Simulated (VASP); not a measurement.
**A VASP 6.6.1 single-point calculation on Si**

INCAR

```
LWAVE = .FALSE.
PREC = Accurate
LREAL = .FALSE.
LASPH = .TRUE.
SIGMA = 0.02
EDIFF = 1E-7
NELM = 120
ISIF = 2
LCHARG = .FALSE.
ISMEAR = -1
IBRION = -1
GGA = PE
NBANDS = 16
NSW = 0
NELECT = 15.9
ENCUT = 520
```

KPOINTS

```
KPOINTS created by Atomic Simulation Environment
0
Monkhorst-Pack
12 12 4
0 0 0
```

POSCAR

```
Si
 1.0000000000000000
     3.8321295590073570    0.0000000000000000    0.0000000000000000
    -1.9160647795036785    3.3187215486936292    0.0000000000000000
     0.0000000000000000    0.0000000000000000    6.0875681860000004
 Si
   4
Cartesian
 -0.0000000000000000  2.2124810324624193 -0.0138384338235808
  1.9160647795036783  1.1062405162312097  3.0299456591764198
 -0.0000000000000000  2.2124810324624193  2.2966765035735808
  1.9160647795036783  1.1062405162312097  5.3404605965735810
```

The recommended PBE PAW datasets give the neutral cell 16 valence electrons.

Command

```
mpirun -np 1 vasp_std
```

OSZICAR

```
N       E                     dE             d eps       ncg     rms          rms(c)
DAV:   1     0.253785231938E+02    0.25379E+02   -0.55536E+03  2688   0.759E+02
DAV:   2    -0.206926885075E+02   -0.46071E+02   -0.41730E+02  3720   0.122E+02
DAV:   3    -0.224775386526E+02   -0.17849E+01   -0.17675E+01  3592   0.222E+01
DAV:   4    -0.224981818890E+02   -0.20643E-01   -0.20637E-01  3424   0.307E+00
DAV:   5    -0.224985345213E+02   -0.35263E-03   -0.35257E-03  3752   0.378E-01    0.713E+00
DAV:   6    -0.222592871665E+02    0.23925E+00   -0.93980E-02  3248   0.148E+00    0.435E+00
DAV:   7    -0.221407302775E+02    0.11856E+00   -0.22405E-01  3304   0.236E+00    0.259E-01
DAV:   8    -0.221428110741E+02   -0.20808E-02   -0.17573E-02  3224   0.678E-01    0.120E-01
DAV:   9    -0.221429994678E+02   -0.18839E-03   -0.69901E-04  3832   0.152E-01    0.943E-02
DAV:  10    -0.221431818902E+02   -0.18242E-03   -0.25064E-04  3104   0.786E-02    0.148E-02
DAV:  11    -0.221431944280E+02   -0.12538E-04   -0.22550E-05  3608   0.256E-02    0.826E-03
DAV:  12    -0.221431962869E+02   -0.18589E-05   -0.21343E-06  3256   0.793E-03    0.327E-03
DAV:  13    -0.221431967496E+02   -0.46276E-06   -0.91647E-07  3264   0.493E-03    0.100E-03
DAV:  14    -0.221431968177E+02   -0.68067E-07   -0.93443E-08  3096   0.180E-03
   1 F= -.22143197E+02 E0= -.22142814E+02  d E =-.766495E-03
```

From OUTCAR

```
k-points           NKPTS =     84   k-points in BZ     NKDIM =     84   number of bands    NBANDS=     16

   NELECT =      15.9000    total number of electrons

   dimension x,y,z NGX =    30 NGY =   30 NGZ =   48
   dimension x,y,z NGXF=    60 NGYF=   60 NGZF=   96

  energy-cutoff  :      520.00
  volume of cell :       77.42
      direct lattice vectors                 reciprocal lattice vectors
     3.832129559  0.000000000  0.000000000     0.260951511  0.150660425  0.000000000
    -1.916064780  3.318721549  0.000000000     0.000000000  0.301320851  0.000000000
     0.000000000  0.000000000  6.087568186     0.000000000  0.000000000  0.164269207

 k-points in reciprocal lattice and weights: KPOINTS created by Atomic Simulation Env
   0.04166667  0.04166667  0.12500000       0.007
   0.12500000  0.04166667  0.12500000       0.014
   0.20833333  0.04166667  0.12500000       0.014
   0.29166667  0.04166667  0.12500000       0.014
   0.37500000  0.04166667  0.12500000       0.014
   0.45833333  0.04166667  0.12500000       0.014
  -0.45833333  0.04166667  0.12500000       0.014
  -0.37500000  0.04166667  0.12500000       0.014
   ...

 E-fermi :   5.9258

 k-point     1 :       0.0417    0.0417    0.1250
  band No.  band energies     occupation
      1      -5.9215      2.00000
      2      -3.6201      2.00000
      3      -0.5104      2.00000
      4       4.1203      2.00000
      5       4.5204      2.00000
      6       5.5322      2.00000
      7       6.0445      0.00527
      8       6.1182      0.00013
      9       7.5803      0.00000
     10       8.2986      0.00000
     11       8.5873      0.00000
     12       9.4831      0.00000
     13      10.4560      0.00000
     14      10.5654      0.00000
     15      10.9623      0.00000
     16      12.0944      0.00000

 k-point     2 :       0.1250    0.0417    0.1250
  band No.  band energies     occupation
      1      -5.7208      2.00000
      2      -3.4188      2.00000
      3      -0.4282      2.00000
      4       3.0549      2.00000
      5       4.1437      2.00000
      6       4.5665      2.00000
      7       5.7548      1.99961
      8       5.7922      1.99749
      9       7.7437      0.00000
     10       8.7279      0.00000
     11       9.3735      0.00000
     12       9.6534      0.00000
     13      10.1362      0.00000
     14      11.0787      0.00000
     15      11.6041      0.00000
     16      11.9845      0.00000

 k-point     3 :       0.2083    0.0417    0.1250
  band No.  band energies     occupation
      1      -5.3657      2.00000
      2      -3.0641      2.00000
      3      -0.4021      2.00000
      4       2.0369      2.00000
      5       3.3318      2.00000
      6       3.7245      2.00000
      7       5.2951      2.00000
      8       5.4000      2.00000
      9       7.4638      0.00000
     10       9.3170      0.00000
     11       9.5204      0.00000
     12       9.5477      0.00000
     13      10.7111      0.00000
     14      11.4596      0.00000
     15      12.0559      0.00000
     16      12.3557      0.00000

 ...

  Total        0.4418422      0.4418422      3.9142901      0.0000000      0.0000000      0.0000000
  in kB        9.1437196      9.1437196     81.0044267      0.0000000      0.0000000      0.0000000
  external PRESSURE =      33.0972887 kB  Pullay stress =       0.0000000 kB

 POSITION                                       TOTAL-FORCE (eV/Angst)
 -----------------------------------------------------------------------------------
      0.00000      2.21248      6.07373         0.000000     -0.000000      0.034226
      1.91606      1.10624      3.02995         0.000000     -0.000000      0.034226
      0.00000      2.21248      2.29668         0.000000     -0.000000     -0.034226
      1.91606      1.10624      5.34046        -0.000000      0.000000     -0.034226
 -----------------------------------------------------------------------------------
    total drift:                                0.000000     -0.000000     -0.000000

  FREE ENERGIE OF THE ION-ELECTRON SYSTEM (eV)
  ---------------------------------------------------
  free  energy   TOTEN  =       -22.1431968177 eV

  energy  without entropy=      -22.1424303228  energy(sigma->0) =      -22.14281357
```

It converged. Results: pressure 3.3 GPa; largest force 0.03 eV/Å.

The cell is charged and sits in a uniform background. The shifted mesh misses Γ, so a band edge there is missed.

For comparison, a separate PBE run of the intended cell, on usual settings and not on those above, gives a gap of 0.19 eV on its mesh and a pressure of 5.5 GPa.

The run above took about 79 s on one core of a shared host (Intel Xeon Platinum 8488C) and held 0.22 GiB at most.
